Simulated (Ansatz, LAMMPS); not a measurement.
# Amorphous Al2O3 (155 atoms): where an added charge goes: runs compared

Aim: add and remove one electron in amorphous Al2O3 (155 atoms), with atoms held and relaxed, and read trapping energy and localisation.

Computed with Ansatz 0.2.0: Kohn-Sham DFT, PBE, PAW (set soft_1), plane waves.

## Step 1: The cell as built

The cell holds 155 atoms: 62 Al and 93 O. Its edges and angles: a = 12.259 Å, b = 12.259 Å, c = 12.259 Å, α = 90.0°, β = 90.0°, γ = 90.0°. 155 atoms (62 Al, 93 O) placed at random at 2.85 g/cm³, melted at 5000 K for 10 ps at fixed volume with the Morse and Coulomb pair potential with partial charges (Pedone, Malavasi, Menziani, Cormack and Segre, J. Phys. Chem. B 110, 11780 (2006)). Quenched from 5000 K to 300 K at 20 K/ps and fixed volume, held 5 ps, then minimised at fixed cell.

What the set-up can't give: The quench rate of 20 K/ps is many orders above laboratory rates, so the cell is likely richer in defects and strain than a real sample. The starting topology of bonds comes from the classical model, and needn't be the one that DFT or experiment would give. Sampling is at Γ alone, for a cell whose shortest periodic width is 12 Å.

## Step 2: The reference run

The reference is a single point at the end of the relaxation.

The charged cells start from the geometry of this run, on a uniform background, with spin and a narrow Fermi–Dirac smearing.

Its input, with most atom lines left out:

```yaml
crystal:
  lattice:
    - [12.2588, 0.0, 0.0]
    - [0.0, 12.2588, 0.0]
    - [0.0, 0.0, 12.2588]
  atoms:
    - { symbol: Al, position: [0.92869, 0.99816, 0.36978] }
    - { symbol: Al, position: [0.4026, 0.78045, 0.8988] }
    - { symbol: Al, position: [0.02171, 0.52931, 0.24255] }
    - { symbol: Al, position: [0.87231, 0.35062, 0.64956] }
    - { symbol: Al, position: [0.23771, 0.6286, 0.01967] }
    - { symbol: Al, position: [0.0627, 0.32493, 0.38711] }
    - { symbol: Al, position: [0.94038, 0.19057, 0.17963] }
    [... atom lines 8 to 155 left out ...]
kpoints:
  mp_grid: { grid: [1, 1, 1] }
hamiltonian:
  xc: pbe
  pseudopotentials: { kind: paw, azcp: { folder: soft_1 } }
scf:
  occupations: { method: fixed }
output:
  forces: true
  stress: true
  populations: true
  dos:
    method: { smearing: { sigma: 0.15 } }
    de: 0.1
    projected: { site_lists: { Al: [Al], O: [O] } }
  eigenvalues: true
  write_density: true
  write_potential: true
  volumetric_format: npy
  elf: true
```

| Item | Value |
| --- | --- |
| free energy per atom | -556.8367 eV/atom |
| r.m.s. force component | 0.0036 eV/Å |
| pressure | -0.8578 GPa |

Filled and empty levels are parted by 3.13 eV (at Γ alone); a semilocal functional tends to put such gaps too low. In a disordered cell it changes from sample to sample, and tail or defect levels can set it.

## Step 3: The runs

Each row is one run, on 4 threads of Arm Neoverse V1, shared host. The free energy is the program's total, comparable only between runs with the same functional, potentials and atoms; between charge states it hangs on the program's zero of potential.

```csv
run,atoms,outcome,"ionic steps, all passes",free energy (eV),time,host memory (GiB)
Single point at the start,155,converged,-,-86305.997,37 s,2.5
Relaxation,155,converged,15,-86309.694,5.5 min,2.5
Single point at the relaxed geometry,155,converged,-,-86309.694,65 s,2.7
"An extra electron, atoms held",155,converged,-,-86301.978,2.7 min,4.7
"An extra electron, atoms relaxed",155,converged,3,-86301.988,5.4 min,4.6
"An extra electron, levels at the relaxed geometry",155,converged,-,-86301.988,3 min,4.7
Neutral at the geometry of the electron,155,converged,-,-86309.683,56 s,2.7
"An extra hole, atoms held",155,converged,-,-86313.882,3.9 min,4.7
"An extra hole, atoms relaxed",155,converged,6,-86314.064,9.1 min,4.6
"An extra hole, levels at the relaxed geometry",155,converged,-,-86314.064,3.1 min,4.7
Neutral at the geometry of the hole,155,converged,-,-86309.351,59 s,2.7
```

In some runs the program notes that the exchange-correlation potential is rough where the density is thin and starting moments were not kept.

A closer look about O74, which holds the most spin of the extra hole after relaxation: 13 atoms, nearest first, numbered in the order of the input, with positions taken from that point.

```csv
atom,x,y,z,distance (Å),Löwdin charge (e),moment (μB)
O74,0.00,0.00,0.00,0.00,-0.70,0.29
Al60,-0.28,-1.73,-0.06,1.75,1.36,0.00
Al49,-0.02,1.57,-0.80,1.76,1.34,0.00
O63,-0.04,-2.09,1.71,2.70,-0.83,0.00
O71,1.84,1.64,-1.20,2.74,-0.82,0.04
O146,-1.98,1.57,-1.07,2.75,-0.75,0.15
O132,-1.02,1.05,2.46,2.87,-0.81,0.01
O76,0.69,-2.55,-1.25,2.92,-0.83,0.04
O145,-2.08,-2.08,-0.23,2.95,-0.82,0.02
O70,0.14,2.93,0.37,2.96,-0.84,0.00
O86,-1.49,-0.80,-2.44,2.97,-0.82,0.01
Al11,-0.49,-0.64,2.88,2.99,1.34,0.00
O139,-0.11,1.57,-2.67,3.10,-0.84,0.00
```

## Step 4: Energies and spread of the extra charge

Energies are differences within one cell and functional; the shift is the gain plus the neutral cell's energy at the new geometry, that is how much cheaper the vertical process becomes there. The spread is the participation number of the site moments (1/Σw², over the spin inside atomic spheres), with the atom that holds the largest share and the spin that the spheres hold in all.

```csv
carrier,"charged less neutral, atoms held (eV)",gain on relaxing (eV),"neutral cell at that geometry, less the reference (eV)",shift of the vertical energy (eV),"spread, atoms held","spread, relaxed"
electron,7.716,0.011,0.011,0.022,-,-
hole,-4.188,0.182,0.343,0.526,16; O74 18 % of 0.81 μB,6; O74 35 % of 0.82 μB
```

## Step 5: What came out

The extra electron gains 0.011 eV as the atoms relax: so small a gain shows no trapping at this level. The cell with the electron keeps a moment of only 0.18 μB where one unpaired electron should give 1 μB: the carrier is shared between both spins, which can hide trapping. The extra hole gains 0.18 eV as the atoms relax, and its spin goes from about 16 to 6 atoms: a partial localisation as the atoms move, with the largest share on O74. The O74–O146 distance goes from 2.88 to 2.75 Å. The hole is shared among 2 partly filled levels, as near-degenerate levels under the smearing give, and as self-interaction favours. Adding the two vertical energies gives 3.53 eV, against a gap of 3.13 eV in the neutral cell. The zero of the potential cancels in this sum; the excess isn't taken apart here: charging of a small cell, filling of bands on a coarse mesh and the attraction to the background can all enter.

Caveats: Single energies of charged cells hang on the program's zero of potential. In the spin-polarised runs the search for a state of lower energy was switched off. No distortion was seeded, so a trapped state behind a barrier can't be found. Local and semilocal functionals favour spread-out charges, so trapping can be missed. Charged cells carry a uniform background, with no correction for images.

The DFT runs together took 36 min of wall time.

[Logs are printed without paths, hosts, clocks, repeated set-up lines and the standing remarks that a program may print on its own settings, such as how far it seeks lower states.]

[Hosts, paths, dates, database ids (printed as entryN), source tags and the programs' standing remarks are cut or masked in the printed files.]
